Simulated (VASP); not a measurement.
# HfN (Fm-3m) in VASP: notebook

Runs on HfN. Level: PBE+D3(BJ). Tasks: relaxation of cell and atoms.

Everything below comes from runs of VASP 6.6.1. Logs are shortened: lines on timing, memory, paths and dates and some standing lists are left out, and cuts for length are marked.

## 1. The crystal as given

The structure is cubic, space group Fm-3m (No. 225). Conventional cell: a = 4.512 Å, b = 4.512 Å, c = 4.512 Å, α = 90.00°, β = 90.00°, γ = 90.00°. Hf (site symmetry m-3m) is surrounded by 6 N at 2.26 Å. N (site symmetry m-3m) is surrounded by 6 Hf at 2.26 Å.

## 2. Relaxation of cell and atoms, PBE+D3(BJ)

INCAR

```
SYSTEM = HfN
PREC     = Accurate       ! precision mode
ENCUT    = 520            ! plane-wave cutoff, eV
EDIFF    = 1E-7           ! SCF threshold, eV
ISMEAR   = 0              ! smearing method
SIGMA    = 0.02           ! smearing width, eV
LREAL    = .False.        ! projectors in reciprocal space
LASPH    = .True.         ! aspherical terms in the spheres
NELM     = 100            ! most SCF steps
ALGO     = Normal         ! electronic algorithm
ISIF     = 3              ! what is computed and relaxed
LWAVE    = .False.        ! write WAVECAR
LCHARG   = .False.        ! write CHGCAR
GGA      = PE             ! functional
IVDW     = 12             ! dispersion correction
IBRION   = 2              ! ionic algorithm
NSW      = 80             ! ionic steps
EDIFFG   = -0.002         ! ionic threshold
```

KPOINTS

```
regular mesh
0
Gamma
  12 12 12
  0 0 0
```

POSCAR

```
HfN
1.0
    0.0000000000      2.2560000000      2.2560000000
    2.2560000000      0.0000000000      2.2560000000
    2.2560000000      2.2560000000      0.0000000000
Hf N
1 1
Direct
    0.0000000000      0.0000000000      0.0000000000
    0.5000000000      0.5000000000      0.5000000000
```

Potentials or basis: VASP PAW PBE potentials, release 64 (Hf_pv, N).

The run is started by

```
> cat potpaw_PBE.64/Hf_pv/POTCAR potpaw_PBE.64/N/POTCAR > POTCAR
> mpirun -np 1 vasp_std > vasp.out
```

OUTCAR:

```text
SYSTEM = HfN
   PREC = Accurate
   ENCUT = 520
   EDIFF = 1E-7
   ISMEAR = 0
   LREAL = .False.
   LASPH = .True.
   NELM = 100
   ISIF = 3
   GGA = PE
   IVDW = 12
   IBRION = 2
   NSW = 80
   EDIFFG = -0.002
 IVDW          = 12

 ion  position               nearest neighbor table
   1  0.000  0.000  0.000-   2 2.26   2 2.26   2 2.26   2 2.26   2 2.26   2 2.26
   2  0.500  0.500  0.500-   1 2.26   1 2.26   1 2.26   1 2.26   1 2.26   1 2.26

  LATTYP: Found a face centered cubic cell.
 ALAT       =     4.5120000000

  Lattice vectors:

 A1 = (   0.0000000000,   2.2560000000,   2.2560000000)
 A2 = (   2.2560000000,   0.0000000000,   2.2560000000)
 A3 = (   2.2560000000,   2.2560000000,   0.0000000000)

Analysis of symmetry for initial positions (statically):
=====================================================================
 Subroutine PRICEL returns:
 Original cell was already a primitive cell.

 Routine SETGRP: Setting up the symmetry group for a
 face centered cubic supercell.

 Subroutine GETGRP returns: Found 48 space group operations
 (whereof 48 operations were pure point group operations)
 out of a pool of 48 trial point group operations.

The static configuration has the point symmetry O_h .

Analysis of symmetry for dynamics (positions and initial velocities):
=====================================================================
 Subroutine PRICEL returns:
 Original cell was already a primitive cell.

 Routine SETGRP: Setting up the symmetry group for a
 face centered cubic supercell.

 Subroutine GETGRP returns: Found 48 space group operations
 (whereof 48 operations were pure point group operations)
 out of a pool of 48 trial point group operations.

The dynamic configuration has the point symmetry O_h .

 Subroutine INISYM returns: Found 48 space group operations
 (whereof 48 operations are pure point group operations),
 and found     1 'primitive' translations

----------------------------------------------------------------------------------------

                                     Primitive cell

  volume of cell :      22.9640

  direct lattice vectors                    reciprocal lattice vectors
     0.000000000  2.256000000  2.256000000    -0.221631206  0.221631206  0.221631206
     2.256000000  0.000000000  2.256000000     0.221631206 -0.221631206  0.221631206
     2.256000000  2.256000000  0.000000000     0.221631206  0.221631206 -0.221631206

  length of vectors
     3.190465797  3.190465797  3.190465797     0.383876509  0.383876509  0.383876509

  position of ions in fractional coordinates (direct lattice)
     0.000000000  0.000000000  0.000000000
     0.500000000  0.500000000  0.500000000

  ion indices of the primitive-cell ions
   primitive index   ion index
                 1           1
                 2           2

----------------------------------------------------------------------------------------

 KPOINTS: regular mesh

Automatic generation of k-mesh.
 Grid dimensions read from file:
 generate k-points for:   12   12   12

 Generating k-lattice:

  Cartesian coordinates                     Fractional coordinates (reciprocal lattice)
    -0.018469267  0.018469267  0.018469267     0.083333333  0.000000000  0.000000000
     0.018469267 -0.018469267  0.018469267     0.000000000  0.083333333  0.000000000
     0.018469267  0.018469267 -0.018469267     0.000000000  0.000000000  0.083333333

  Length of vectors
     0.031989709  0.031989709  0.031989709

  Shift w.r.t. Gamma in fractional coordinates (k-lattice)
     0.000000000  0.000000000  0.000000000

 Subroutine IBZKPT returns following result:
 ===========================================

 Found     72 irreducible k-points:

 Following reciprocal coordinates:
            Coordinates               Weight
  0.000000  0.000000  0.000000      1.000000
  0.083333  0.000000  0.000000      8.000000
  0.166667  0.000000  0.000000      8.000000
  0.250000  0.000000  0.000000      8.000000
  0.333333  0.000000  0.000000      8.000000
  0.416667  0.000000  0.000000      8.000000
[... 16 lines left out ...]
  0.500000  0.166667  0.000000     24.000000
 -0.416667  0.166667  0.000000     24.000000
 [... further k-points ...]
   k-points           NKPTS =     72   k-points in BZ     NKDIM =     72   number of bands    NBANDS=     11
   number of dos      NEDOS =    301   number of ions     NIONS =      2
   total plane-waves  NPLWV =  13824
   dimension x,y,z NGX =    24 NGY =   24 NGZ =   24
   dimension x,y,z NGXF=    48 NGYF=   48 NGZF=   48
   ions per type =               1   1
   NGX,Y,Z   is equivalent  to a cutoff of  12.51, 12.51, 12.51 a.u.
   NGXF,Y,Z  is equivalent  to a cutoff of  25.01, 25.01, 25.01 a.u.
 SYSTEM =  HfN
   PREC   = accura    normal or accurate (medium, high low for compatibility)
   ISTART =      0    job   : 0-new  1-cont  2-samecut
   ICHARG =      2    charge: 1-file 2-atom 10-const
   ISPIN  =      1    spin polarized calculation?
   LNONCOLLINEAR =      F non collinear calculations
   LSORBIT =      F    spin-orbit coupling
   LASPH  =      T    aspherical Exc in radial PAW
   ENCUT  =  520.0 eV  38.22 Ry    6.18 a.u.   5.93  5.93  5.93*2*pi/ulx,y,z
   NELM   =    100;   NELMIN=  2; NELMDL= -5     # of ELM steps
   EDIFF  = 0.1E-06   stopping-criterion for ELM
   LREAL  =      F    real-space projection
   EDIFFG = -.2E-02   stopping-criterion for IOM
   NSW    =     80    number of steps for IOM
   IBRION =      2    ionic relax: 0-MD 1-quasi-New 2-CG
   NFREE  =      1    steps in history (QN), initial steepest desc. (CG)
   ISIF   =      3    stress and relaxation
   ISYM   =      2    0-nonsym 1-usesym 2-fastsym
   POTIM  = 0.5000    time-step for ionic-motion
   TEBEG  =    0.0;   TEEND  =   0.0 temperature during run
   PSTRESS=    0.0 pullay stress
   NELECT =      15.0000    total number of electrons
   NUPDOWN=      -1.0000    fix difference up-down
   EMIN   =  10.00;   EMAX   =-10.00  energy-range for DOS
   EFERMI =   0.00;   METHOD = LEGACY
   ISMEAR =     0;   SIGMA  =   0.02  broadening in eV -4-tet -1-fermi 0-gaus
   EFERMI_NEDOS =   21; number of points for ismear=-14 and -15
   IALGO  =     38    algorithm
   IMIX   =      4    mixing-type and parameters
     AMIX     =   0.40;   BMIX     =  1.00
     AMIX_MAG =   1.60;   BMIX_MAG =  1.00
  volume/ion in A,a.u.               =      11.48        77.48
  Fermi-wavevector in a.u.,A,eV,Ry     =   1.420440  2.684242 27.451783  2.017649
  Thomas-Fermi vector in A             =   2.541355
   LORBIT       =      0    0 simple, 1 ext, 2 COOP (PROOUT), +10 PAW based schemes
   GGA     = PE    functional components
   LHFCALC =     F    Hartree Fock is set to
   AEXX    =    0.0000 exact exchange contribution
   IVDW    =    12    specifies the selected vdW correction
   LEPSILON=     F    determine dielectric tensor
   LRPA    =     F    only Hartree local field effects (RPA)
 conjugate gradient relaxation of ions
 non-spin polarized calculation
 Gauss-broadening in eV      SIGMA  =   0.02
  energy-cutoff  :      520.00
  volume of cell :       22.96
 maximum number of plane-waves:       636
   NGX = 11   NGY = 11   NGZ = 11

--------------------------------------- Ionic step        1  -------------------------------------------

 number of electron      15.0000001 magnetization

 Free energy of the ion-electron system (eV)
  ---------------------------------------------------
  ext. energy  EPLUGINS =         0.00000000
  ---------------------------------------------------
  free energy    TOTEN  =       -21.76129571 eV

  energy without entropy =      -21.76129570  energy(sigma->0) =      -21.76129570

------------------------ aborting loop because EDIFF is reached ----------------------------------------

 Edisp (eV)   -0.77562

 E8    (eV) :    -0.3639

  FORCE on cell =-STRESS in cart. coord.  units (eV):
  Direction    XX          YY          ZZ          XY          YZ          ZX
  --------------------------------------------------------------------------------------
  -------------------------------------------------------------------------------------
  Total      -0.23118    -0.23118    -0.23118     0.00000    -0.00000     0.00000
  in kB     -16.12938   -16.12938   -16.12938     0.00000    -0.00000     0.00000
  external pressure =      -16.13 kB  Pullay stress =        0.00 kB
[... 61 lines left out ...]
  energy  without entropy=      -22.5351254694  energy(sigma->0) =      -22.53512547

--------------------------------------- Ionic step        3  -------------------------------------------

 number of electron      15.0000001 magnetization

 Free energy of the ion-electron system (eV)
  ---------------------------------------------------
  ext. energy  EPLUGINS =         0.00000000
  ---------------------------------------------------
  free energy    TOTEN  =       -21.75725625 eV

  energy without entropy =      -21.75725624  energy(sigma->0) =      -21.75725625

 E-fermi :   8.4989     XC(G=0): -12.7839

 val. band max:        8.4346630033   @ k =  -0.0833   0.0833   0.0000
 cond. band min:       8.5652434371   @ k =  -0.1667   0.2500   0.0833
 fundamental gap:      0.1305804338
 Fermi energy:         8.4989332670

 k-point     1 :       0.0000    0.0000    0.0000
  band No.  band energies     occupation
      1     -22.6362      2.00000
      2     -22.6362      2.00000
      3     -22.6362      2.00000
      4      -9.1016      2.00000
      5       5.4251      2.00000
      6       5.4251      2.00000
      7       5.4251      2.00000
      8       8.1228      2.00000
      9       8.1228      2.00000
     10       8.1228      2.00000
     11      10.3604      0.00000
[... 309 lines left out ...]
 k-point    24 :      -0.4167    0.1667    0.0000
  band No.  band energies     occupation
      1     -23.5242      2.00000
      2     -22.9003      2.00000
      3     -22.7603      2.00000
      4      -6.6853      2.00000
      5       0.2413      2.00000
      6       2.4996      2.00000
      7       2.5917      2.00000
      8      10.5918      0.00000
      9      11.3112      0.00000
     10      12.0118      0.00000
     11      14.7733      0.00000

 [... further k-points ...]

------------------------ aborting loop because EDIFF is reached ----------------------------------------

 Edisp (eV)   -0.78033

 E8    (eV) :    -0.3661

  FORCE on cell =-STRESS in cart. coord.  units (eV):
  Direction    XX          YY          ZZ          XY          YZ          ZX
  --------------------------------------------------------------------------------------
  -------------------------------------------------------------------------------------
  Total       0.00125     0.00125     0.00125     0.00000     0.00000     0.00000
  in kB       0.08758     0.08758     0.08758     0.00000     0.00000     0.00000
  external pressure =        0.09 kB  Pullay stress =        0.00 kB
[... 17 lines left out ...]
  FREE ENERGIE OF THE ION-ELECTRON SYSTEM (eV)
  ---------------------------------------------------
  free  energy   TOTEN  =       -22.5375865006 eV

  energy  without entropy=      -22.5375864953  energy(sigma->0) =      -22.53758650

 reached required accuracy - stopping structural energy minimisation
```

Wall time 29 s (1 thread of AMD EPYC 7R13 (Zen 3), shared host); peak memory 0.14 GiB.

Results:

| Property | Result |
| --- | --- |
| Free energy | -22.5376 eV |
| Relaxed volume | 11.42 Å³/atom |
| Relaxed cell | a = 3.184 Å, b = 3.184 Å, c = 3.184 Å, α = 60.00°, β = 60.00°, γ = 60.00° |
| Space group after relaxing (to 0.05 Å) | Fm-3m (No. 225) |
| Energy gained by relaxing | 0.3 meV/atom |
| Ionic steps | 3 |
| Pressure after relaxing | 0.0 GPa |
| Band gap on the k mesh | none (metal or under the smearing width) |
| Dispersion energy per atom | -0.390 eV |

The path:
| step | energy change (eV) | largest force (eV/Å) | pressure (GPa) | volume (Å³) |
| --- | --- | --- | --- | --- |
| 1 | 0.0000 | 0.0000 | -1.61 | 22.96 |
| 2 | 0.0018 | 0.0000 | 3.20 | 22.58 |
| 3 | -0.0007 | 0.0000 | 0.01 | 22.83 |

Final structure:
```
Hf N
1.0
     0.00000    2.25165    2.25165
     2.25165    0.00000    2.25165
     2.25165    2.25165    0.00000
Hf N
1 1
Direct
  0.00000 0.00000 0.00000
  0.50000 0.50000 0.50000
```

Levels at points of the mesh, in eV from the Fermi level:
| k point | band 6 | band 7 | band 8 | band 9 | band 10 | band 11 |
| --- | --- | --- | --- | --- | --- | --- |
| (0.00, 0.00, 0.00) | -3.07 | -3.07 | -0.38 | -0.38 | -0.38 | 1.86 |
| (0.50, 0.00, 0.00) | -6.26 | -6.26 | 3.29 | 3.73 | 3.73 | 4.45 |
| (0.50, 0.50, 0.00) | -3.88 | -3.73 | -3.73 | 4.13 | 5.58 | 5.58 |

Caveat: pairwise dispersion overbinds metals, which lowers pressure and volume. Spin-orbit coupling is left out, which matters for the levels of Hf.

## 3. Relaxation of cell and atoms, PBE+D3(BJ)

This run uses another cell than the first one, of 11.42 Å³/atom, 0.994 times its volume.

INCAR is that of step 2.

KPOINTS is that of step 2.

POSCAR

```
HfN                                     
1.0
    0.0000000000      2.2516527467      2.2516527467
    2.2516527467     -0.0000000000      2.2516527467
    2.2516527467      2.2516527467      0.0000000000
  Hf              N             
     1     1
Direct
     0.0000000000000000    0.0000000000000000    0.0000000000000000
     0.5000000000000000    0.5000000000000000    0.5000000000000000
```

Potentials or basis: VASP PAW PBE potentials, release 64 (Hf_pv, N).

The run is started by

```
> cat potpaw_PBE.64/Hf_pv/POTCAR potpaw_PBE.64/N/POTCAR > POTCAR
> mpirun -np 1 vasp_std > vasp.out
```

It took 14 s on 1 thread of AMD EPYC 7R13 (Zen 3), shared host; peak memory 0.13 GiB.

The run converged. Its results:

```
Free energy                : -22.5375 eV
Pressure after relaxing    : 0.0 GPa
Band gap on the k mesh     : none (metal or under the smearing width)
Dispersion energy per atom : -0.390 eV
```

Final structure:
```yaml
crystal:
  lattice:
    - [0.00000, 2.25165, 2.25165]
    - [2.25165, 0.00000, 2.25165]
    - [2.25165, 2.25165, 0.00000]
  atoms:
    - { symbol: Hf, position: [0.00000, 0.00000, 0.00000] }
    - { symbol: N, position: [0.50000, 0.50000, 0.50000] }
```

Levels at points of the mesh, in eV from the Fermi level:
| k point | band 4 | band 5 | band 6 | band 7 | band 8 | band 9 | band 10 | band 11 |
| --- | --- | --- | --- | --- | --- | --- | --- | --- |
| (0.00, 0.00, 0.00) | -17.60 | -3.07 | -3.07 | -3.07 | -0.38 | -0.38 | -0.38 | 1.86 |
| (0.50, 0.00, 0.00) | -14.82 | -8.97 | -6.26 | -6.26 | 3.29 | 3.73 | 3.73 | 4.45 |
| (0.50, 0.50, 0.00) | -16.51 | -5.44 | -3.88 | -3.73 | -3.73 | 4.13 | 5.58 | 5.68 |

Caveat: the relaxation stopped at its first step, so nothing moved; pairwise dispersion overbinds metals, which lowers pressure and volume. Spin-orbit coupling is left out, which matters for the levels of Hf.
